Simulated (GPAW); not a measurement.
Wanted: an ASE script for a GPAW 26.7.0 run.

| Property | Result |
| --- | --- |
| Task | equation of state |
| Functional | BLYP |
| Potentials or basis | PAW data sets generated in the run's folder for this functional |
| Cutoff | 800 eV |
| Basis | pw |
| k mesh | 10 × 10 × 10 |
| Occupations | fermi-dirac, width 0.05 eV |
| Spin | no spin polarisation |
| Eigensolver | davidson |
| Maxiter | 150 |
| Eos scales | [0.94, 0.96, 0.98, 1.0, 1.02, 1.04, 1.06] |

The system is BN.

```xyz
2
Lattice="0.0000 1.8130 1.8130 1.8130 0.0000 1.8130 1.8130 1.8130 0.0000" Properties=species:S:1:pos:R:3 pbc="T T T"
N     0.9065    0.9065    0.9065
B     0.0000    0.0000    0.0000
```

The cell is a database's computed one.

These files were run (other wordings do the same):

run.py

```python
from ase import Atoms
from ase.eos import EquationOfState
from ase.io import Trajectory
from ase.units import GPa
from gpaw import GPAW, PW, setup_paths

setup_paths.insert(0, '.')

atoms = Atoms(['N', 'B'],
              cell=[[0.0, 1.813001, 1.813001],
                    [1.813001, 0.0, 1.813001],
                    [1.813001, 1.813001, 0.0]],
              scaled_positions=[[0.25, 0.25, 0.25],
                                [0.0, 0.0, 0.0]],
              pbc=True)

traj = Trajectory('eos.traj', 'w')
volumes, energies = [], []
for x in [0.94, 0.96, 0.98, 1.0, 1.02, 1.04, 1.06]:
    a = atoms.copy()
    a.set_cell(atoms.cell * x**(1 / 3), scale_atoms=True)
    calc = GPAW(mode=PW(800),
                xc='BLYP',
                kpts={'size': (10, 10, 10), 'gamma': True},
                occupations={'name': 'fermi-dirac', 'width': 0.05},
                nbands=11,
                convergence={'density': 1e-05, 'energy': 1e-05},
                eigensolver='davidson',
                maxiter=150,
                txt=f'eos-{x:.2f}.txt')
    a.calc = calc
    energies.append(a.get_potential_energy(force_consistent=True))
    volumes.append(a.get_volume())
    p = -a.get_stress()[:3].mean() / GPa
    calc.write(f'eos-{x:.2f}.gpw')
    traj.write(a)
    print(f'{x:.2f} {volumes[-1]:10.4f} A^3 {energies[-1]:14.6f} eV {p:9.3f} GPa', flush=True)

v0, e0, B = EquationOfState(volumes, energies, eos='birchmurnaghan').fit()
print(f'V0 = {v0:.4f} A^3, E0 = {e0:.6f} eV, B0 = {B / GPa:.2f} GPa')
```

Potentials or basis: PAW data sets generated in the run's folder for this functional, pw.

The run is started by

```console
$ gpaw-setup -f BLYP B N
$ OMP_NUM_THREADS=1 python run.py
```

It gave:

```json
{"Equilibrium volume": "6.07 Å³/atom", "Bulk modulus": "355 GPa", "Pressure derivative of the bulk modulus": "3.9"}
```

Wall time 29 s on 1 thread of Intel(R) Xeon(R) 6975P-C (Granite Rapids) (shared host), peak memory 0.17 GiB.
